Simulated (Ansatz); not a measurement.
Crystal: Pb.

```
Pb
1.0
     0.00000    2.47502    2.47502
     2.47502    0.00000    2.47502
     2.47502    2.47502    0.00000
Pb
1
Direct
  0.00000 0.00000 0.00000
```

```yaml
Program: Ansatz 0.2.0
Task: relaxation of cell and atoms
Functional: HSEsol
Potentials_or_basis: Ansatz PAW
Cutoff: "420 eV (not typed: the program's choice for these potentials)"
k_mesh: 5 × 5 × 5
Occupations: fermi-dirac, width 0.05 eV
Spin: no spin polarisation
```

At the start: volume 30.32 Å³/atom.

Problem. Where does the relaxation end?

Solution. It ends after 4 steps and the volume is 29.50 Å³/atom (-2.7 %); space group Fm-3m (No. 225, to 0.05 Å).

Step by step:
```tsv
step	energy change (eV)	largest force (eV/Å)	volume (Å³)
1	0.0000	0.0000	30.32
2	-0.0037	0.0000	29.38
3	-0.0037	0.0000	29.50
4	-0.0036	0.0000	29.50
```

Final structure:
```
Pb
1.0
     0.00000    2.45254    2.45254
     2.45254    0.00000    2.45254
     2.45254    2.45254    0.00000
Pb
1
Direct
  0.00000 0.00000 0.00000
```

Caveat: the k mesh is coarse (spacing up to 0.44 Å⁻¹), so the values aren't converged, least of all with exact exchange; the plane-wave basis is chosen anew once the cell has moved, so the energies of steps on either side of that aren't comparable; the PAW data sets come from PBE, with cores solved anew for the run's functional, which leaves a small shift of forces and pressure.
